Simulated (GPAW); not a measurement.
**Does VSi15C16 (SiC32 V1) carry moments in GPAW?**

Wanted: the moments of VSi15C16 (SiC32 V1) and the energy gained by spin polarisation.

Calculated with GPAW 26.7.0; PBE; plane waves with GPAW's PAW setups, scalar-relativistic.

## 1. The structure

Symmetry: P-42m, No. 111, tetragonal system. Conventional cell: a = 8.720 Å, b = 8.720 Å, c = 4.360 Å, α = 90.00°, β = 90.00°, γ = 90.00°. V has 4 C at 1.89 Å nearest. Nearest to C lie 1 V at 1.89 Å and 3 Si at 1.89 Å. Nearest to Si lie 4 C at 1.89 Å. Nearest to C lie 4 Si at 1.89 Å. Nearest to C lie 4 Si at 1.89 Å. substitutional dopants on the host's lattice, its constants typed without a cited source, atoms not relaxed. Farther neighbours are not listed.

The cell is a made-up one and need not be a known phase.

## 2. Run 1 (ferro +)

The parallel start comes first: it fits the smallest cell, keeps the most symmetry and shows whether parallel moments form.

File order1.py:

```python
import json
import numpy as np
from ase import Atoms
from ase.parallel import paropen, parprint
from gpaw import GPAW

atoms = Atoms(['V', 'C', 'Si', 'C', 'Si', 'C', 'Si', 'C', 'Si', 'C', 'Si', 'C', 'Si', 'C', 'Si', 'C', 'Si', 'C', 'Si', 'C', 'Si', 'C', 'Si', 'C', 'Si', 'C', 'Si', 'C', 'Si', 'C', 'Si', 'C'],
    cell=[[8.72, 0.0, 0.0],
         [0.0, 8.72, 0.0],
         [0.0, 0.0, 4.36]],
    scaled_positions=[[0.0, 0.0, 0.0],
         [0.125, 0.125, 0.25],
         [0.0, 0.25, 0.5],
         [0.125, 0.375, 0.75],
         [0.25, 0.0, 0.5],
         [0.375, 0.125, 0.75],
         [0.25, 0.25, 0.0],
         [0.375, 0.375, 0.25],
         [0.0, 0.5, 0.0],
         [0.125, 0.625, 0.25],
         [0.0, 0.75, 0.5],
         [0.125, 0.875, 0.75],
         [0.25, 0.5, 0.5],
         [0.375, 0.625, 0.75],
         [0.25, 0.75, 0.0],
         [0.375, 0.875, 0.25],
         [0.5, 0.0, 0.0],
         [0.625, 0.125, 0.25],
         [0.5, 0.25, 0.5],
         [0.625, 0.375, 0.75],
         [0.75, 0.0, 0.5],
         [0.875, 0.125, 0.75],
         [0.75, 0.25, 0.0],
         [0.875, 0.375, 0.25],
         [0.5, 0.5, 0.0],
         [0.625, 0.625, 0.25],
         [0.5, 0.75, 0.5],
         [0.625, 0.875, 0.75],
         [0.75, 0.5, 0.5],
         [0.875, 0.625, 0.75],
         [0.75, 0.75, 0.0],
         [0.875, 0.875, 0.25]],
    pbc=True,
    magmoms=[2.0, 0.0, 0.0, 0.0, 0.0, 0.0, 0.0, 0.0, 0.0, 0.0, 0.0, 0.0, 0.0, 0.0, 0.0, 0.0, 0.0, 0.0, 0.0, 0.0, 0.0, 0.0, 0.0, 0.0, 0.0, 0.0, 0.0, 0.0, 0.0, 0.0, 0.0, 0.0])
atoms.calc = GPAW(mode={'name': 'pw', 'ecut': 600},
    xc='PBE',
    kpts={'size': (3, 3, 6), 'gamma': True},
    occupations={'name': 'fermi-dirac', 'width': 0.05},
    convergence={'density': 1e-05, 'energy': 1e-05},
    maxiter=200,
    mixer={'name': 'pulay', 'beta': 0.05, 'nmaxold': 6, 'weight': 50},
    symmetry={'tolerance': 1e-4},
    txt='order1.txt')
e = atoms.get_potential_energy(force_consistent=True)
res = {'free_energy': e, 'energy_sigma0': atoms.get_potential_energy(), 'fermi_energy': atoms.calc.get_fermi_level()}
res['moments'] = atoms.get_magnetic_moments().tolist()
res['total'] = atoms.get_magnetic_moment()
parprint('site moments (muB):', np.round(res['moments'], 3))
parprint(f"total moment: {res['total']:.3f} muB")
parprint(f'free energy: {e:.6f} eV')
atoms.calc.write('order1.gpw')
with paropen('results.json', 'w') as f:
    json.dump(res, f)
```

Run with:

```console
$ OMP_NUM_THREADS=1 mpirun -n 4 gpaw python order1.py > order1.log
```

Numbers of over 12 decimals in the logs are rounded to 6 here.

What it wrote:

```text
site moments (muB): [ 0.703 -0.01   0.011  0.     0.011  0.     0.005  0.     0.001  0.
  0.011 -0.01   0.001  0.     0.005  0.     0.001  0.     0.001  0.
  0.011 -0.01   0.005  0.     0.001  0.     0.001  0.     0.001  0.
  0.005 -0.01 ]
total moment: 0.872 muB
free energy: -240.160894 eV

--- order1.txt ---
Input parameters:
  mode=PW(ecut=600),
  convergence={'density': 1e-05, 'energy': 1e-05},
  kpts=MonkhorstPack(size=(3, 3, 6), gamma=True),
  maxiter=200,
  mixer=Pulay(name='pulay', nmaxold=6, beta=0.05, weight=50, sigma=0.015, g_ss=None),
  occupations=Occupations(name='fermi-dirac', width=0.05),
  symmetry=Symmetry(tolerance=0.0001),
  xc=XC(name='PBE')

Diagonalizing LCAO Hamiltonian
Converting LCAO to pw mode
      .--------------------.
     /|                    |
    / | C         C        |
   /  |     C          C   |
  /  SC      C SC       C  |
 *    .--Si--------Si------.
 |Si / C CSi Si  C  Ci    /
 |  /      C         C   /
 | /C Si      SC Si     /
 |/     Si        Si   /
 V---------Si---------*

Atoms  # Å, Bohr magnetons
|    | symbol |        x |        y |        z |    initial magnetic moments |
|----|--------|----------|----------|----------|-----------------------------|
|  0 |      V | 0.000000 | 0.000000 | 0.000000 | ( 0.0000,  0.0000,  2.0000) |
|  1 |      C | 1.090000 | 1.090000 | 1.090000 | ( 0.0000,  0.0000,  0.0000) |
|  2 |     Si | 0.000000 | 2.180000 | 2.180000 | ( 0.0000,  0.0000,  0.0000) |
|  3 |      C | 1.090000 | 3.270000 | 3.270000 | ( 0.0000,  0.0000,  0.0000) |
|  4 |     Si | 2.180000 | 0.000000 | 2.180000 | ( 0.0000,  0.0000,  0.0000) |
|  5 |      C | 3.270000 | 1.090000 | 3.270000 | ( 0.0000,  0.0000,  0.0000) |
|  6 |     Si | 2.180000 | 2.180000 | 0.000000 | ( 0.0000,  0.0000,  0.0000) |
|  7 |      C | 3.270000 | 3.270000 | 1.090000 | ( 0.0000,  0.0000,  0.0000) |
|  8 |     Si | 0.000000 | 4.360000 | 0.000000 | ( 0.0000,  0.0000,  0.0000) |
|  9 |      C | 1.090000 | 5.450000 | 1.090000 | ( 0.0000,  0.0000,  0.0000) |
| 10 |     Si | 0.000000 | 6.540000 | 2.180000 | ( 0.0000,  0.0000,  0.0000) |
| 11 |      C | 1.090000 | 7.630000 | 3.270000 | ( 0.0000,  0.0000,  0.0000) |
| 12 |     Si | 2.180000 | 4.360000 | 2.180000 | ( 0.0000,  0.0000,  0.0000) |
| 13 |      C | 3.270000 | 5.450000 | 3.270000 | ( 0.0000,  0.0000,  0.0000) |
| 14 |     Si | 2.180000 | 6.540000 | 0.000000 | ( 0.0000,  0.0000,  0.0000) |
| 15 |      C | 3.270000 | 7.630000 | 1.090000 | ( 0.0000,  0.0000,  0.0000) |
| 16 |     Si | 4.360000 | 0.000000 | 0.000000 | ( 0.0000,  0.0000,  0.0000) |
| 17 |      C | 5.450000 | 1.090000 | 1.090000 | ( 0.0000,  0.0000,  0.0000) |
| 18 |     Si | 4.360000 | 2.180000 | 2.180000 | ( 0.0000,  0.0000,  0.0000) |
| 19 |      C | 5.450000 | 3.270000 | 3.270000 | ( 0.0000,  0.0000,  0.0000) |
| 20 |     Si | 6.540000 | 0.000000 | 2.180000 | ( 0.0000,  0.0000,  0.0000) |
| 21 |      C | 7.630000 | 1.090000 | 3.270000 | ( 0.0000,  0.0000,  0.0000) |
| 22 |     Si | 6.540000 | 2.180000 | 0.000000 | ( 0.0000,  0.0000,  0.0000) |
| 23 |      C | 7.630000 | 3.270000 | 1.090000 | ( 0.0000,  0.0000,  0.0000) |
| 24 |     Si | 4.360000 | 4.360000 | 0.000000 | ( 0.0000,  0.0000,  0.0000) |
| 25 |      C | 5.450000 | 5.450000 | 1.090000 | ( 0.0000,  0.0000,  0.0000) |
| 26 |     Si | 4.360000 | 6.540000 | 2.180000 | ( 0.0000,  0.0000,  0.0000) |
| 27 |      C | 5.450000 | 7.630000 | 3.270000 | ( 0.0000,  0.0000,  0.0000) |
| 28 |     Si | 6.540000 | 4.360000 | 2.180000 | ( 0.0000,  0.0000,  0.0000) |
| 29 |      C | 7.630000 | 5.450000 | 3.270000 | ( 0.0000,  0.0000,  0.0000) |
| 30 |     Si | 6.540000 | 6.540000 | 0.000000 | ( 0.0000,  0.0000,  0.0000) |
| 31 |      C | 7.630000 | 7.630000 | 1.090000 | ( 0.0000,  0.0000,  0.0000) |

Unit cell  # Å
| periodic |        x |        y |        z |  lengths |    angles |
|----------|----------|----------|----------|----------|-----------|
|      yes | 8.720000 | 0.000000 | 0.000000 | 8.720000 | 90.000000 |
|      yes | 0.000000 | 8.720000 | 0.000000 | 8.720000 | 90.000000 |
|      yes | 0.000000 | 0.000000 | 4.360000 | 4.360000 | 90.000000 |

Number of symmetries: 8

BZ-sampling:
  Number of BZ points: 54
  Number of IBZ points: 12

  Monkhorst-Pack size: [3, 3, 6]
  Monkhorst-Pack shift: [0.0, 0.0, 0.083333]

K-points  # in reciprocal-cell coordinates
|     |                                coordinates |     weight |
|-----|--------------------------------------------|------------|
|   0 | (  0.00000000,   0.00000000,   0.00000000) | 0.01851852 |
|   1 | (  0.00000000,   0.00000000,   0.16666667) | 0.03703704 |
|   2 | (  0.00000000,   0.00000000,   0.33333333) | 0.03703704 |
|   3 | (  0.00000000,   0.00000000,   0.50000000) | 0.01851852 |
|   4 | (  0.33333333,   0.00000000,   0.00000000) | 0.07407407 |
|   5 | (  0.33333333,   0.00000000,   0.16666667) | 0.14814815 |
|   6 | (  0.33333333,   0.00000000,   0.33333333) | 0.14814815 |
|   7 | (  0.33333333,   0.00000000,   0.50000000) | 0.07407407 |
|   8 | (  0.33333333,   0.33333333,   0.00000000) | 0.07407407 |
|   9 | (  0.33333333,   0.33333333,   0.16666667) | 0.14814815 |
| ... |                                            |            |
|  11 | (  0.33333333,   0.33333333,   0.50000000) | 0.07407407 |

Plane wave coefficients: 11108
Cutoff: 600.0 eV

Spin-components: 2 (collinear spins)
Bands:           88
Projectors:      161
Spin-degeneracy: 1
Datatype:        complex128

Parallelization:
  kpt:    4
  domain: 1
  band:   1

Density:
  Valence electrons: 137.0
  Components: 2
  Grid points: [50 50 25]
  Charge: 0.0  # |e|

Potential:
  Grid points: [50 50 25]

species:
  V:
    name:    Vanadium
    Z:       23.0
    valence: 13
    core:    10
    charge:  0.0  # [|e|]
    compensation charges:
      type: gauss
      rc: 0.37  # [Å]
      lmax: 2
    cutoffs:
      filter: 2.14  # [Å]
      core: 0.96  # [Å]
    projectors
    | kind |    occ | energy [eV] | rcut [Å] |
    |------|--------|-------------|----------|
    |   3s |  2.000 |     -70.222 |    1.254 |
    |   4s |  2.000 |      -4.702 |    1.254 |
    |   3p |  6.000 |     -44.043 |    1.281 |
    |   4p |  0.000 |      -1.444 |    1.281 |
    |   3d |  3.000 |      -5.164 |    1.169 |
    |    d |        |      22.047 |    1.169 |

    Using partial waves for V as LCAO basis

  C:
    name:    Carbon
    Z:       6.0
    valence: 4
    core:    2
    charge:  0.0  # [|e|]
    compensation charges:
      type: gauss
      rc: 0.20  # [Å]
      lmax: 2
    cutoffs:
      filter: 1.14  # [Å]
      core: 1.14  # [Å]
    projectors
    | kind |    occ | energy [eV] | rcut [Å] |
    |------|--------|-------------|----------|
    |   2s |  2.000 |     -13.751 |    0.635 |
    |   2p |  2.000 |      -5.284 |    0.635 |
    |    s |        |      13.461 |    0.635 |
    |    p |        |      21.927 |    0.635 |
    |    d |        |       0.000 |    0.635 |

    Using partial waves for C as LCAO basis

  Si:
    name:    Silicon
    Z:       14.0
    valence: 4
    core:    10
    charge:  0.0  # [|e|]
    compensation charges:
      type: gauss
      rc: 0.33  # [Å]
      lmax: 2
    cutoffs:
      filter: 1.86  # [Å]
      core: 2.06  # [Å]
    projectors
    | kind |    occ | energy [eV] | rcut [Å] |
    |------|--------|-------------|----------|
    |   3s |  2.000 |     -10.812 |    1.058 |
    |   3p |  2.000 |      -4.081 |    1.058 |
    |    s |        |      16.399 |    1.058 |
    |    p |        |      23.130 |    1.058 |
    |    d |        |       0.000 |    1.058 |

    Using partial waves for Si as LCAO basis

Reference energy: -160557.709163  # eV

eigensolver:
  PPCG
  Converge bands: occupied
  niter=2

density mixing:
  Pulay-Mixer
  Linear mixing parameters: 0.05
  Old densities: 6
  Fourier metric: weight=50, sigma=0.015

occupation numbers:
  Fermi-Dirac:
    width: 0.0500  # eV

poisson solver:
  ecut: 4800.0  # eV

xc functional:
  name: PBE with 2 nearest neighbor stencil

convergence criteria:
- Maximum integral of absolute [dens]ity change: 1e-05 electrons / valence electron
- Maximum [total energy] change in last 3 cyles: 1e-05 eV / valence electron
- Maximum integral of absolute [eigenst]ate change: 4e-08 eV^2 / valence electron
maximum number of iterations: 200

SCF iterations
|iter     |      energy | eigst |  dens |  magmom |
|---------|-------------|-------|-------|---------|
|iter:   1|       0s | -266.200181 | +0.47 |       |  +2.0034|
|iter:   2|      12s | -260.330708 | -0.99 | -0.58 |  +1.9532|
|iter:   3|      25s | -242.243660 | +0.44 | -0.62 |  +1.4888|
|iter:   4|      38s | -243.289424 | -0.98 | -1.10 |  +1.4776|
|iter:   5|      50s | -239.964457 | -0.71 | -1.09 |  +1.5193|
|iter:   6|      63s | -239.955735 | -1.97 | -1.18 |  +1.4432|
|iter:   7|      75s | -240.624537 | -1.32 | -1.25 |  +1.1129|
|iter:   8|      88s | -240.155140 | -1.59 | -1.49 |  +1.1365|
|iter:   9|     101s | -240.148289 | -1.89 | -1.60 |  +1.0083|
|iter:  10|     114s | -240.138783 | -2.24 | -1.82 |  +0.8820|
[... 14 iterations left out ...]
|iter:  25|     309s | -240.141845c| -7.17 | -4.07 |  +0.8728|
|iter:  26|     315s | -240.141845c| -7.72c| -4.18 |  +0.8728|
|iter:  27|     328s | -240.141845c| -7.40c| -4.24 |  +0.8725|
|iter:  28|     335s | -240.141845c| -8.49c| -4.44 |  +0.8725|
|iter:  29|     348s | -240.141843c| -7.17 | -4.45 |  +0.8723|
|iter:  30|     355s | -240.141843c| -8.11c| -4.67 |  +0.8723|
|iter:  31|     361s | -240.141842c| -8.18c| -4.72 |  +0.8721|
|iter:  32|     368s | -240.141842c| -8.32c| -4.90 |  +0.8721|
|iter:  33|     374s | -240.141842c| -8.56c| -4.96 |  +0.8720|
|iter:  34|     381s | -240.141841c| -8.39c| -5.13c|  +0.8720|

Converged in 34 steps
Energy contributions relative to reference atoms: (reference = -160557.709163)

Energy contributions:
  Kinetic:         261.831436
  Coulomb:        -221.273901
  Zero:             -0.132896
  External:          0.000000
  Xc:             -280.547427
  Entropy:          -0.038106
  Spinorbit:         0.000000
  ----------------------------
  Free energy:    -240.160894
  Extrapolated:   -240.141841

dipole moment: (-77.621809, -77.621809, -76.449902)  # |e|*Ang

Total magnetic moment: (0.000000, 0.000000, 0.871952)

Local magnetic moments
|        x |        y |         z |
|----------|----------|-----------|
| 0.000000 | 0.000000 |  0.702977 |  # V    0
| 0.000000 | 0.000000 | -0.010413 |  # C    1
| 0.000000 | 0.000000 |  0.011183 |  # Si   2
| 0.000000 | 0.000000 |  0.000217 |  # C    3
| 0.000000 | 0.000000 |  0.011183 |  # Si   4
| 0.000000 | 0.000000 |  0.000217 |  # C    5
| 0.000000 | 0.000000 |  0.004767 |  # Si   6
| 0.000000 | 0.000000 |  0.000045 |  # C    7
| 0.000000 | 0.000000 |  0.001400 |  # Si   8
| 0.000000 | 0.000000 |  0.000217 |  # C    9
| 0.000000 | 0.000000 |  0.011183 |  # Si  10
| 0.000000 | 0.000000 | -0.010413 |  # C   11
| 0.000000 | 0.000000 |  0.000780 |  # Si  12
| 0.000000 | 0.000000 |  0.000045 |  # C   13
| 0.000000 | 0.000000 |  0.004767 |  # Si  14
| 0.000000 | 0.000000 |  0.000217 |  # C   15
[...]
| 0.000000 | 0.000000 |  0.004767 |  # Si  22
| 0.000000 | 0.000000 |  0.000217 |  # C   23
| 0.000000 | 0.000000 |  0.001328 |  # Si  24
| 0.000000 | 0.000000 |  0.000045 |  # C   25
| 0.000000 | 0.000000 |  0.000780 |  # Si  26
| 0.000000 | 0.000000 |  0.000217 |  # C   27
| 0.000000 | 0.000000 |  0.000780 |  # Si  28
| 0.000000 | 0.000000 |  0.000217 |  # C   29
| 0.000000 | 0.000000 |  0.004767 |  # Si  30
| 0.000000 | 0.000000 | -0.010413 |  # C   31

Fermi level: 9.810
Eigenvalues  # (at kpt = [0.000, 0.000, 0.000])
| band index |      eig [eV] | occ [0-1] |      eig [eV] | occ [0-1] |
|------------|---------------|-----------|---------------|-----------|
|          0 |       -55.244 |     1.000 |       -54.502 |     1.000 |
|        ... |               |           |               |           |
|         64 |         7.039 |     1.000 |         7.087 |     1.000 |
|         65 |         7.890 |     1.000 |         7.918 |     1.000 |
|         66 |         7.977 |     1.000 |         7.991 |     1.000 |
|         67 |         7.977 |     1.000 |         7.991 |     1.000 |
|         68 |         9.594 |     0.987 |         9.640 |     0.968 |
|         69 |         9.619 |     0.978 |         9.653 |     0.958 |
|         70 |         9.619 |     0.978 |         9.653 |     0.958 |
|         71 |         9.624 |     0.976 |        10.436 |     0.000 |
|         72 |         9.657 |     0.955 |        10.441 |     0.000 |
|         73 |        11.364 |     0.000 |        11.534 |     0.000 |
|         74 |        11.902 |     0.000 |        12.058 |     0.000 |
|         75 |        11.902 |     0.000 |        12.058 |     0.000 |
|         76 |        12.258 |     0.000 |        12.285 |     0.000 |
|         77 |        12.322 |     0.000 |        12.332 |     0.000 |
|         78 |        12.801 |     0.000 |        12.829 |     0.000 |
|         79 |        12.801 |     0.000 |        12.829 |     0.000 |
|        ... |               |           |               |           |
|         87 |        14.380 |     0.000 |        14.406 |     0.000 |

No gap
No difference between direct/indirect transitions
```

Wall time 6.7 min (4 MPI ranks of Arm Neoverse V2, shared host); peak memory 2 GiB; 27 min of CPU time.

Spin moment in the augmentation sphere by element, in μB:

```tsv
element	atoms	mean	spread (r.m.s.)	least	largest
V	1	0.703	0.000	0.703	0.703
C	16	-0.002	0.005	-0.010	0.000
Si	15	0.005	0.004	0.001	0.011
```

The atoms farthest from the mean of their element:

```tsv
atom	x, y, z (Å)	spin moment in the augmentation sphere (μB)
C2	1.09, 1.09, 1.09	-0.010
C12	1.09, 7.63, 3.27	-0.010
C32	7.63, 7.63, 1.09	-0.010
C22	7.63, 1.09, 3.27	-0.010
Si11	0.00, 6.54, 2.18	0.011
Si21	6.54, 0.00, 2.18	0.011
Si5	2.18, 0.00, 2.18	0.011
Si3	0.00, 2.18, 2.18	0.011
```

Numbers from this step:

```yaml
magnetization: 0.8720 μB
final_state: ferromagnetic
```

After 34 cycles the largest moment stands at 0.703 μB.

(Continued in part 2 of 2.)

[Logs and program files are shortened in this print: banners, set-up blocks, solver, clock and traceback lines can be left out without a mark of their own.]

[Logs are printed without paths, hosts, clocks, repeated set-up lines and the standing remarks that a program may print on its own settings, such as how far it seeks lower states.]

[Hosts, paths, dates, database ids (printed as entryN), source tags and the programs' standing remarks are cut or masked in the printed files.]

[Where a cell is said to come from a database of computed structures, the database is the Materials Project.]
